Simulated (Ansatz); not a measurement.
# C (Fd-3m) in Ansatz: further runs

The runs below take C through single point, equation of state, with r2SCAN+D4.

Everything below comes from runs of Ansatz 0.2.0. Logs are shortened: lines on timing, memory, paths and dates and some standing lists are left out, and cuts for length are marked.

**What was measured.**

From “Equation of state of cubic boron nitride at high pressures and temperatures”, 2007, arxiv:cond-mat/0702656, for a bulk crystal of C: bulk modulus 442 ± 5 GPa.

How close the calculation comes is told below.

### Step 1. The crystal as given

The structure is cubic, space group Fd-3m (No. 227). The conventional cell has a = 3.567 Å, b = 3.567 Å, c = 3.567 Å, α = 90.00°, β = 90.00°, γ = 90.00°. Around C (site symmetry -43m) lie 4 C at 1.54 Å.

This isn't the form of C at room conditions, which is graphite.

### Step 2. Single point, r2SCAN+D4, 5.33 Å³/atom (volume scaled by 0.94)

Input file input.yaml:

```yaml
crystal:
  lattice:
    - [0.0, 1.7469644787, 1.7469644787]
    - [1.7469644787, 0.0, 1.7469644787]
    - [1.7469644787, 1.7469644787, 0.0]
  atoms:
    - { symbol: C, position: [0.75, 0.75, 0.75] }
    - { symbol: C, position: [0.5, 0.5, 0.5] }
hamiltonian:
  xc: r2scan
  pseudopotentials: { kind: paw }
  dispersion: d4
kpoints:
  mp_grid: { grid: [13, 13, 13] }
scf:
  occupations: { method: fermi_dirac, width: 0.05 }
output:
  forces: true
  stress: true
  eigenvalues: true
```

Potentials or basis: Ansatz PAW.

On the command line:

```bash
$ ansatz run input.yaml --threads 2 --pin off --max-ram 5120MiB --backend cpu --events-out ev --progress --plain --runs-dir out
```

The program printed:

```text
Warning: RAYON_NUM_THREADS=2 ignored (pool sized by the plan → 2); use --threads N
Engine: ansatz 0.2.0, x86_64-unknown-linux-gnu
Pseudopotentials: kind: paw
Pseudopotential: C, paw, valence charge 4, recommended cutoff 500 eV (meta_gga), C.paw.azcp
Functional definition: r2SCAN
  parameter k0 = 0.174
  parameter k1 = 0.065
  parameter a1 = 4.9479
  exchange = r2scan_x(k0 = k0, k1 = k1, a1 = a1)
  correlation = r2scan_c
Crystal: 2 atoms, lattice volume = 10.663 Å³
Basis set: ecut = 500 eV, 283 PW (Γ), exchange–correlation on 80×80×80 points (64 copies of the dense FFT grid, shifted against one another)
Bands: 8, of which v1, the nominal top of the filled ones, is band 4 counted from 1 (3 counted from 0)
Symmetry: 48 space group operations
Space group: Fd-3m (ITA 227), of the structure as read, at distance tolerance 2.2e-5 Å
k-points: 84 of 2197
Non-local potential: C, projectors of the file, l = 0: 2, l = 1: 2, l = 2: 1
PAW form: soft (Blöchl's): semilocal exchange-correlation on the pseudo side does not see the compensation charge
PAW frozen core: C, regenerated for the run's functional (the file was generated under x = pbe(κ = 0.804, μ = 0.2195149727645171), c = pbe(β = 0.06672455060314922))
PAW one-centre angular grid: C, 302 points (default); XC on 239 of its mesh's 2573 points in the sphere
Initial density: superposition of atomic densities (neutral atoms: chi_scale 0, normalization atom), corrected by the library's trained network
Initial wavefunctions: pseudopotential atomic-orbital guess
Functional: x = r2scan, c = r2scan; τ floored in thin density (d = 2e-4 eV/Å³)
SCF iter   1: F=—  HF=-503.184192 eV  |F-HF|=—  |Δ(HF+E_count)|=         —  Δρ=9.35e-3  dr2=2.80e-3  dr2_τ=4.55e-1  ethr=1.77e-3  ⟨swp⟩=5.1  Hψ=4531  notcnv=0
preconditioner: auto → none  [insulator: Δε(μ)=4.432 eV  Ē_g=21.737 eV  σ=0.050 eV  W_gap=1.00  n_scr=0 (ndim 8)  ℏωp=32.2 eV  f_vac=0.000  D(μ)=0.00/eV (n_scr^D=0)  ε∞_Penn≈3.2]
SCF iter   2: F=—  HF=-503.245455 eV  |F-HF|=—  |Δ(HF+E_count)|=   6.13e-2  Δρ=5.86e-3  dr2=1.03e-3  dr2_τ=6.88e-5  ethr=3.50e-5  ⟨swp⟩=2.0  Hψ=2016  notcnv=0
SCF iter   3: F=—  HF=-503.245497 eV  |F-HF|=—  |Δ(HF+E_count)|=   4.26e-5  Δρ=1.43e-3  dr2=6.57e-5  dr2_τ=1.33e-5  ethr=1.29e-5  ⟨swp⟩=2.0  Hψ=973  notcnv=0
SCF iter   4: F=—  HF=-503.245518 eV  |F-HF|=—  |Δ(HF+E_count)|=   2.09e-5  Δρ=2.17e-4  dr2=1.41e-6  dr2_τ=1.12e-7  ethr=8.21e-7  ⟨swp⟩=1.9  Hψ=927  notcnv=0
iter 5 did not close the SCF: its close was put off for the readings that it lacked (scf_convergence_deferred on its scf_iter line)
SCF iter   5: F=-503.245519 eV  HF=-503.245519 eV  |F-HF|=2.74e-8  |Δ(HF+E_count)|=   1.12e-6  Δρ=4.05e-5  dr2=5.20e-8  dr2_τ=6.19e-9  ethr=1.77e-8  ⟨swp⟩=2.0  Hψ=1006  notcnv=0
SCF iter   6: F=-503.245519 eV  HF=-503.245519 eV  |F-HF|=2.43e-11  |Δ(HF+E_count)|=   3.10e-8  Δρ=9.01e-7  dr2=1.97e-11  dr2_τ=5.67e-12  ethr=6.50e-10  ⟨swp⟩=2.5  Hψ=2656  notcnv=0
SCF 1 converged in 6 iterations: F = -503.245519 eV  dr2 = 1.97e-11
SCF converged after 6 iterations
Free energy (F): -503.245519 eV
Harris-Foulkes:  -503.245519 eV  (|F-HF|=2.43e-11)
Internal energy: -503.245519 eV  (E = F + TS)
E sigma→0 (E₀):  -503.245519 eV
Fermi energy:    16.667404 eV
--- Per-component energies (eV) ---
  E_band       = 36.224584
  E_kinetic    = 188.609095
  E_local      = -116.767730  (includes V_loc(G=0)·N_el)
  E_nonlocal   = 53.342295
  E_hartree    = 25.866874
  E_xc         = -97.023763
  E_vxc        = -134.139297  (∫ρ·V_xc dr)
  E_paw        = -201.823970  (= ΣΔE_a)
  E_vpaw       = -13.624364  (= ΣTr[D̂ρ^β])
  E_aug_tail   = 0.000009  (compensation charges beyond the density's cutoff)
  E_vtau       = 7.070849  (kinetic-family band-sum trace: ∫τ·v_τ [+ j·A + Jᵃ·Aᵃ] dr)
  E_ewald      = -355.212636
  E_disp       = -0.186146  (pairwise vdW)
  E_core_change = -0.049547  (= ΣΔE_core)
  E_smearing   = -0.000000  (= −TS)
  E_closure    = 0.000000  (closes the sum)
  Σ components = -503.245519   (vs F -503.245519, Δ=0.00e0)
--- Forces (eV/Å), atoms counted from 1 ---
  atom   1  C      0.00000000    -0.00000000     0.00000000
  atom   2  C      0.00000000     0.00000000     0.00000000
  max |Σ_I F_I| component: 7.40e-17 eV/Å
--- Stress (GPa, compression-positive) ---
       25.825756       0.000000       0.000000
        0.000000      25.825756      -0.000000
        0.000000      -0.000000      25.825756
  P = ⅓ Tr σ = 25.8258 GPa (258.258 kbar)
--- Band table (eV; the first three rows and the last of 84) ---
  k-point 0: bands = ["-9.1107", "14.4346", "14.4346", "14.4346", "20.4904", "20.4904", "20.4904", "29.7131"]
  k-point 1: bands = ["-8.9323", "13.2387", "14.1176", "14.1176", "20.9061", "20.9061", "21.2283", "29.8473"]
  k-point 2: bands = ["-8.3990", "10.7216", "13.4079", "13.4079", "21.8401", "21.8401", "22.4393", "30.2306"]
  k-point 83: bands = ["0.3968", "1.9854", "4.8237", "5.8942", "25.5164", "25.6927", "27.9367", "29.3505"]
```

Run time: 1.2 s. Hardware: 2 threads of Intel Xeon at 2.60GHz (Ice Lake), shared host; peak memory 0.34 GiB.

Results:

```yaml
Free_energy: -503.2455 eV
Pressure: 25.8 GPa
Band_gap_on_the_k_mesh: 4.51 eV, indirect (least direct gap 6.06 eV)
```

Caveat: odd divisions of the mesh miss points on the zone boundary, where band edges often lie, so the gap on the mesh can be too wide; the PAW data sets come from PBE, with cores solved anew for the run's functional, which leaves a small shift of forces and pressure.

### Step 3. Single point, r2SCAN+D4, 5.44 Å³/atom (volume scaled by 0.96)

input.yaml: that of step 2 with these lines changed.

```diff
@@ -2,5 +2,5 @@
   lattice:
-    - [0.0, 1.7469644787, 1.7469644787]
-    - [1.7469644787, 0.0, 1.7469644787]
-    - [1.7469644787, 1.7469644787, 0.0]
+    - [0.0, 1.7592674508, 1.7592674508]
+    - [1.7592674508, 0.0, 1.7592674508]
+    - [1.7592674508, 1.7592674508, 0.0]
   atoms:
@@ -20 +20,5 @@
   eigenvalues: true
+  write_density: true
+  write_potential: true
+  elf: true
+  volumetric_format: npy
```

Potentials or basis: Ansatz PAW.

On the command line:

```bash
$ ansatz run input.yaml --threads 2 --pin off --max-ram 5120MiB --backend cpu --events-out ev --progress --plain --runs-dir out
```

Wall time 1.2 s (2 threads of Intel Xeon at 2.60GHz (Ice Lake), shared host); peak memory 0.36 GiB.

Results (log left out):

- Free energy: -503.2741 eV
- Pressure: 14.7 GPa
- Band gap on the k mesh: 4.46 eV, indirect (least direct gap 6.00 eV)

Caveat: odd divisions of the mesh miss points on the zone boundary, where band edges often lie, so the gap on the mesh can be too wide; the PAW data sets come from PBE, with cores solved anew for the run's functional, which leaves a small shift of forces and pressure.

### Step 4. Single point, r2SCAN+D4, 5.56 Å³/atom (volume scaled by 0.98)

Input file input.yaml:

```yaml
crystal:
  lattice:
    - [0.0, 1.7714007132, 1.7714007132]
    - [1.7714007132, 0.0, 1.7714007132]
    - [1.7714007132, 1.7714007132, 0.0]
  atoms:
    - { symbol: C, position: [0.75, 0.75, 0.75] }
    - { symbol: C, position: [0.5, 0.5, 0.5] }
hamiltonian:
  xc: r2scan
  pseudopotentials: { kind: paw }
  dispersion: d4
kpoints:
  mp_grid: { grid: [13, 13, 13] }
scf:
  occupations: { method: fermi_dirac, width: 0.05 }
output:
  forces: true
  stress: true
  eigenvalues: true
```

On the command line:

```bash
$ ansatz run input.yaml --threads 2 --pin off --max-ram 5120MiB --backend cpu --events-out ev --progress --plain --runs-dir out
```

It took 1.1 s on 2 threads of Intel Xeon at 2.60GHz (Ice Lake), shared host; peak memory 0.35 GiB.

Results (log left out):

* Free energy: -503.2877 eV
* Pressure: 4.6 GPa
* Band gap on the k mesh: 4.41 eV, indirect (least direct gap 5.94 eV)

Caveat: odd divisions of the mesh miss points on the zone boundary, where band edges often lie, so the gap on the mesh can be too wide; the PAW data sets come from PBE, with cores solved anew for the run's functional, which leaves a small shift of forces and pressure.

### Step 5. Single point, r2SCAN+D4, 5.67 Å³/atom

input.yaml: that of step 4 with these lines changed.

```diff
@@ -2,5 +2,5 @@
   lattice:
-    - [0.0, 1.7714007132, 1.7714007132]
-    - [1.7714007132, 0.0, 1.7714007132]
-    - [1.7714007132, 1.7714007132, 0.0]
+    - [0.0, 1.78337, 1.78337]
+    - [1.78337, 0.0, 1.78337]
+    - [1.78337, 1.78337, 0.0]
   atoms:
```

On the command line:

```bash
$ ansatz run input.yaml --threads 2 --pin off --max-ram 5120MiB --backend cpu --events-out ev --progress --plain --runs-dir out
```

Wall time 1.2 s (2 threads of Intel Xeon at 2.60GHz (Ice Lake), shared host); peak memory 0.35 GiB.

It converged, with:

```
Free energy            : -503.2876 eV
Pressure               : -4.6 GPa
Band gap on the k mesh : 4.36 eV, indirect (least direct gap 5.88 eV)
```

Caveat: odd divisions of the mesh miss points on the zone boundary, where band edges often lie, so the gap on the mesh can be too wide; the PAW data sets come from PBE, with cores solved anew for the run's functional, which leaves a small shift of forces and pressure.

### Step 6. Single point, r2SCAN+D4, 5.79 Å³/atom (volume scaled by 1.02)

input.yaml: that of step 5 with these lines changed.

```diff
@@ -2,5 +2,5 @@
   lattice:
-    - [0.0, 1.78337, 1.78337]
-    - [1.78337, 0.0, 1.78337]
-    - [1.78337, 1.78337, 0.0]
+    - [0.0, 1.7951807415, 1.7951807415]
+    - [1.7951807415, 0.0, 1.7951807415]
+    - [1.7951807415, 1.7951807415, 0.0]
   atoms:
```

Potentials or basis: Ansatz PAW.

On the command line:

```bash
$ ansatz run input.yaml --threads 2 --pin off --max-ram 5120MiB --backend cpu --events-out ev --progress --plain --runs-dir out
```

It took 1.1 s on 2 threads of Intel Xeon at 2.60GHz (Ice Lake), shared host; peak memory 0.35 GiB.

The run converged. Its results:

```yaml
Free_energy: -503.2752 eV
Pressure: -12.9 GPa
Band_gap_on_the_k_mesh: 4.32 eV, indirect (least direct gap 5.82 eV)
```

Caveat: odd divisions of the mesh miss points on the zone boundary, where band edges often lie, so the gap on the mesh can be too wide; the PAW data sets come from PBE, with cores solved anew for the run's functional, which leaves a small shift of forces and pressure.

### Step 7. Single point, r2SCAN+D4, 5.90 Å³/atom (volume scaled by 1.04)

input.yaml: that of step 6 with these lines changed.

```diff
@@ -2,5 +2,5 @@
   lattice:
-    - [0.0, 1.7951807415, 1.7951807415]
-    - [1.7951807415, 0.0, 1.7951807415]
-    - [1.7951807415, 1.7951807415, 0.0]
+    - [0.0, 1.806838086, 1.806838086]
+    - [1.806838086, 0.0, 1.806838086]
+    - [1.806838086, 1.806838086, 0.0]
   atoms:
```

On the command line:

```bash
$ ansatz run input.yaml --threads 2 --pin off --max-ram 5120MiB --backend cpu --events-out ev --progress --plain --runs-dir out
```

Wall time 1.2 s (2 threads of Intel Xeon at 2.60GHz (Ice Lake), shared host); peak memory 0.35 GiB.

The run converged. Its results:

* Free energy: -503.2514 eV
* Pressure: -20.5 GPa
* Band gap on the k mesh: 4.27 eV, indirect (least direct gap 5.77 eV)

Caveat: odd divisions of the mesh miss points on the zone boundary, where band edges often lie, so the gap on the mesh can be too wide; the PAW data sets come from PBE, with cores solved anew for the run's functional, which leaves a small shift of forces and pressure.

### Step 8. Single point, r2SCAN+D4, 6.01 Å³/atom (volume scaled by 1.06)

input.yaml: that of step 7 with these lines changed.

```diff
@@ -2,5 +2,5 @@
   lattice:
-    - [0.0, 1.806838086, 1.806838086]
-    - [1.806838086, 0.0, 1.806838086]
-    - [1.806838086, 1.806838086, 0.0]
+    - [0.0, 1.8183469191, 1.8183469191]
+    - [1.8183469191, 0.0, 1.8183469191]
+    - [1.8183469191, 1.8183469191, 0.0]
   atoms:
@@ -20 +20,5 @@
   eigenvalues: true
+  write_density: true
+  write_potential: true
+  elf: true
+  volumetric_format: npy
```

On the command line:

```bash
$ ansatz run input.yaml --threads 2 --pin off --max-ram 5120MiB --backend cpu --events-out ev --progress --plain --runs-dir out
```

It took 1.3 s on 2 threads of Intel Xeon at 2.60GHz (Ice Lake), shared host; peak memory 0.36 GiB.

It converged, with:

```yaml
Free_energy: -503.2173 eV
Pressure: -27.5 GPa
Band_gap_on_the_k_mesh: 4.23 eV, indirect (least direct gap 5.72 eV)
```

Caveat: odd divisions of the mesh miss points on the zone boundary, where band edges often lie, so the gap on the mesh can be too wide; the PAW data sets come from PBE, with cores solved anew for the run's functional, which leaves a small shift of forces and pressure.

### Step 9. Equation of state, r2SCAN+D4

Potentials or basis: Ansatz PAW.

This step only gathers the single runs of the series.

What came out:

- Equilibrium volume: 5.61 Å³/atom
- Bulk modulus: 455 GPa
- Pressure derivative of the bulk modulus: 3.7

Energy against volume, from the lowest point:
| volume (Å³/atom) | energy (meV/atom) |
| --- | --- |
| 5.332 | 21.09 |
| 5.445 | 6.80 |
| 5.558 | 0.00 |
| 5.672 | 0.03 |
| 5.785 | 6.27 |
| 5.899 | 18.16 |
| 6.012 | 35.19 |

Caveat: the PAW data sets were made with another functional, which shifts forces and pressure a little.

### Step 10. Against experiment

Step 9. Against the measured bulk modulus of C, 442 GPa (quoted in “Equation of state of cubic boron nitride at high pressures and temperatures”, 2007, arxiv:cond-mat/0702656), the calculated 455 GPa is off by +2.9 %. 3 values of this kind are on record (442 to 444.8 GPa); this one was drawn at random among those near their median, those with a stated uncertainty first. The fit is for a static lattice scaled at fixed shape and fixed fractional positions. The cell as given is a measured one (5.67 Å³/atom); r2SCAN+D4 puts the equilibrium volume -1.0 % from it, thermal expansion not counted.
